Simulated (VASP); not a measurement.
# Ag (Im-3m) in VASP: notebook

The runs below take Ag through single point, with r2SCAN.

Program: VASP 6.6.1. These are calculated values, not measurements. Logs are shortened: lines on timing, memory, paths and dates and some standing lists are left out, and cuts for length are marked.

## 1. The crystal as given

It takes space group Im-3m (No. 229, cubic). The conventional cell has a = 3.311 Å, b = 3.311 Å, c = 3.311 Å, α = 90.00°, β = 90.00°, γ = 90.00°. Ag (site symmetry m-3m) is surrounded by 8 Ag at 2.87 Å.

This isn't the form of Ag at room conditions, which is fcc.

## 2. Single point, r2SCAN

INCAR reads:

```
SYSTEM = Ag
PREC     = Accurate       ! precision mode
ENCUT    = 450            ! plane-wave cutoff, eV
EDIFF    = 1E-6           ! SCF threshold, eV
ISMEAR   = 1              ! smearing method
SIGMA    = 0.1            ! smearing width, eV
LREAL    = .False.        ! projectors in reciprocal space
LASPH    = .True.         ! aspherical terms in the spheres
NELM     = 100            ! most SCF steps
ALGO     = Normal         ! electronic algorithm
ISIF     = 2              ! what is computed and relaxed
LWAVE    = .False.        ! write WAVECAR
LCHARG   = .False.        ! write CHGCAR
METAGGA  = R2SCAN         ! meta-GGA
LMIXTAU  = .True.       
ADDGRID  = .False.
```

KPOINTS reads:

```
regular mesh
0
Gamma
  12 12 12
  0 0 0
```

POSCAR reads:

```
Ag
1.0
   -1.6556540000      1.6556540000      1.6556540000
    1.6556540000     -1.6556540000      1.6556540000
    1.6556540000      1.6556540000     -1.6556540000
Ag
1
Direct
    0.0000000000      0.0000000000      0.0000000000
```

Potentials or basis: VASP PAW PBE potentials, release 64 (Ag).

Launch:

```
$ cat potpaw_PBE.64/Ag/POTCAR > POTCAR
$ mpirun -np 1 vasp_std > vasp.out
```

OUTCAR:

```text
SYSTEM = Ag
   PREC = Accurate
   ENCUT = 450
   EDIFF = 1E-6
   ISMEAR = 1
   LREAL = .False.
   LASPH = .True.
   NELM = 100
   ISIF = 2
   METAGGA = R2SCAN

 Found     72 irreducible k-points:

 Following reciprocal coordinates:
            Coordinates               Weight
  0.000000  0.000000  0.000000      1.000000
  0.083333  0.000000  0.000000     12.000000
  0.166667  0.000000  0.000000     12.000000
  0.250000  0.000000  0.000000     12.000000
  0.333333  0.000000  0.000000     12.000000
  0.416667  0.000000  0.000000     12.000000
   k-points           NKPTS =     72   k-points in BZ     NKDIM =     72   number of bands    NBANDS=      9
   number of dos      NEDOS =    301   number of ions     NIONS =      1
   total plane-waves  NPLWV =   8000
   dimension x,y,z NGX =    20 NGY =   20 NGZ =   20
   dimension x,y,z NGXF=    40 NGYF=   40 NGZF=   40
   ions per type =               1
   NGX,Y,Z   is equivalent  to a cutoff of  11.59, 11.59, 11.59 a.u.
   NGXF,Y,Z  is equivalent  to a cutoff of  23.19, 23.19, 23.19 a.u.
 SYSTEM =  Ag
   PREC   = accura    normal or accurate (medium, high low for compatibility)
   ISTART =      0    job   : 0-new  1-cont  2-samecut
   ICHARG =      2    charge: 1-file 2-atom 10-const
   ISPIN  =      1    spin polarized calculation?
   LNONCOLLINEAR =      F non collinear calculations
   LSORBIT =      F    spin-orbit coupling
   LASPH  =      T    aspherical Exc in radial PAW
   ENCUT  =  450.0 eV  33.07 Ry    5.75 a.u.   4.96  4.96  4.96*2*pi/ulx,y,z
   NELM   =    100;   NELMIN=  2; NELMDL= -5     # of ELM steps
   EDIFF  = 0.1E-05   stopping-criterion for ELM
   LREAL  =      F    real-space projection
   EDIFFG = 0.1E-04   stopping-criterion for IOM
   NSW    =      0    number of steps for IOM
   IBRION =     -1    ionic relax: 0-MD 1-quasi-New 2-CG
   NFREE  =      0    steps in history (QN), initial steepest desc. (CG)
   ISIF   =      2    stress and relaxation
   ISYM   =      2    0-nonsym 1-usesym 2-fastsym
   POTIM  = 0.5000    time-step for ionic-motion
   TEBEG  =    0.0;   TEEND  =   0.0 temperature during run
   PSTRESS=    0.0 pullay stress
   NELECT =      11.0000    total number of electrons
   NUPDOWN=      -1.0000    fix difference up-down
   EMIN   =  10.00;   EMAX   =-10.00  energy-range for DOS
   EFERMI =   0.00;   METHOD = LEGACY
   ISMEAR =     1;   SIGMA  =   0.10  broadening in eV -4-tet -1-fermi 0-gaus
   EFERMI_NEDOS =   21; number of points for ismear=-14 and -15
   IALGO  =     38    algorithm
   IMIX   =      4    mixing-type and parameters
     AMIX     =   0.40;   BMIX     =  1.00
     AMIX_MAG =   1.60;   BMIX_MAG =  1.00
  volume/ion in A,a.u.               =      18.15       122.51
  Fermi-wavevector in a.u.,A,eV,Ry     =   1.385318  2.617871 26.111022  1.919106
  Thomas-Fermi vector in A             =   2.509739
   LORBIT       =      0    0 simple, 1 ext, 2 COOP (PROOUT), +10 PAW based schemes
   METAGGA = R2SCAN    functional components
   LHFCALC =     F    Hartree Fock is set to
   AEXX    =    0.0000 exact exchange contribution
   IVDW    =     0    specifies the selected vdW correction
   LEPSILON=     F    determine dielectric tensor
   LRPA    =     F    only Hartree local field effects (RPA)
 non-spin polarized calculation
 Methfessel and Paxton  Order N= 1 SIGMA  =   0.10
  energy-cutoff  :      450.00
  volume of cell :       18.15
 maximum number of plane-waves:       420
   NGX =  9   NGY =  9   NGZ =  9

 number of electron      11.0000011 magnetization

 Free energy of the ion-electron system (eV)
  ---------------------------------------------------
  ext. energy  EPLUGINS =         0.00000000
  ---------------------------------------------------
  free energy    TOTEN  =       -21.30210489 eV

  energy without entropy =      -21.30311874  energy(sigma->0) =      -21.30244284

 E-fermi :   7.7124     XC(G=0): -12.5289

 val. band max:        7.5737199821   @ k =  -0.3333   0.4167   0.1667
 cond. band min:       7.7658794097   @ k =   0.5000   0.0000   0.0000
 fundamental gap:      0.1921594276
 Fermi energy:         7.7123925158

 k-point     1 :       0.0000    0.0000    0.0000
  band No.  band energies     occupation
      1       0.1205      2.00000
      2       2.5754      2.00000
      3       2.5754      2.00000
      4       2.5754      2.00000
      5       3.7984      2.00000
      6       3.7984      2.00000
      7      26.0632      0.00000
      8      26.0632      0.00000
      9      26.0632      0.00000

 k-point     2 :       0.0833    0.0000    0.0000
  band No.  band energies     occupation
      1       0.3441      2.00000
      2       2.5245      2.00000
      3       2.5861      2.00000
      4       2.6973      2.00000
      5       3.7451      2.00000
      6       3.8020      2.00000
      7      25.3410      0.00000
      8      25.9330      0.00000
      9      26.1809      0.00000

 k-point     3 :       0.1667    0.0000    0.0000
  band No.  band energies     occupation
      1       0.9369      2.00000
      2       2.3878      2.00000
      3       2.6579      2.00000
      4       3.0432      2.00000
      5       3.6465      2.00000
      6       3.8142      2.00000
      7      22.9044      0.00000
      8      25.0445      0.00000
      9      26.4842      0.00000

 k-point     4 :       0.2500    0.0000    0.0000
  band No.  band energies     occupation
      1       1.4549      2.00000
      2       2.2065      2.00000
      3       3.1740      2.00000
      4       3.5506      2.00000
      5       3.6119      2.00000
      6       3.8365      2.00000
      7      19.5760      0.00000
      8      23.6087      0.00000
      9      25.6999      0.00000

 k-point     5 :       0.3333    0.0000    0.0000
  band No.  band energies     occupation
      1       1.4575      2.00000
      2       2.0313      2.00000
      3       3.6569      2.00000
      4       3.8656      2.00000
      5       4.1076      2.00000
      6       4.5808      2.00000
      7      16.2114      0.00000
      8      22.3517      0.00000
      9      23.8258      0.00000

 k-point     6 :       0.4167    0.0000    0.0000
  band No.  band energies     occupation
      1       1.3165      2.00000
      2       1.9065      2.00000
      3       3.7201      2.00000
      4       3.8915      2.00000
      5       4.5551      2.00000
      6       6.4664      2.00000
      7      13.1977      0.00000
      8      21.5363      0.00000
      9      22.5617      0.00000

 [... further k-points ...]

------------------------ aborting loop because EDIFF is reached ----------------------------------------

  FORCE on cell =-STRESS in cart. coord.  units (eV):
  Direction    XX          YY          ZZ          XY          YZ          ZX
  --------------------------------------------------------------------------------------
  -------------------------------------------------------------------------------------
  Total       -0.3462274     -0.3462274     -0.3462274     -0.0000000      0.0000000      0.0000000
  in kB      -30.5564797    -30.5564797    -30.5564797     -0.0000000      0.0000000      0.0000000
  external PRESSURE =     -30.5564797 kB  Pullay stress =       0.0000000 kB

 VOLUME and BASIS-vectors are now :
 -----------------------------------------------------------------------------
  energy-cutoff  :      450.00
  volume of cell :       18.15
      direct lattice vectors                 reciprocal lattice vectors
    -1.655654000  1.655654000  1.655654000     0.000000000  0.301995465  0.301995465
     1.655654000 -1.655654000  1.655654000     0.301995465  0.000000000  0.301995465
     1.655654000  1.655654000 -1.655654000     0.301995465  0.301995465  0.000000000

 POSITION                                       TOTAL-FORCE (eV/Angst)
 -----------------------------------------------------------------------------------
      0.00000      0.00000      0.00000        -0.000000      0.000000      0.000000
 -----------------------------------------------------------------------------------
    total drift:                                0.000000     -0.000000      0.000000

  FREE ENERGIE OF THE ION-ELECTRON SYSTEM (eV)
  ---------------------------------------------------
  free  energy   TOTEN  =       -21.3021048908 eV

  energy  without entropy=      -21.3031187445  energy(sigma->0) =      -21.30244284
```

It took 17 s on 1 thread of Intel Xeon 6975P-C (Granite Rapids), shared host; peak memory 0.13 GiB.

These settings aren't checked as converged: the numbers below hold their error.

Results:

```yaml
Free_energy: -21.3021 eV
Pressure: -3.1 GPa
Band_gap_on_the_k_mesh: none (metal or under the smearing width)
```

Caveat: the PAW data sets were made with another functional, which shifts forces and pressure a little.

(Part 1 of 2 ends here.)
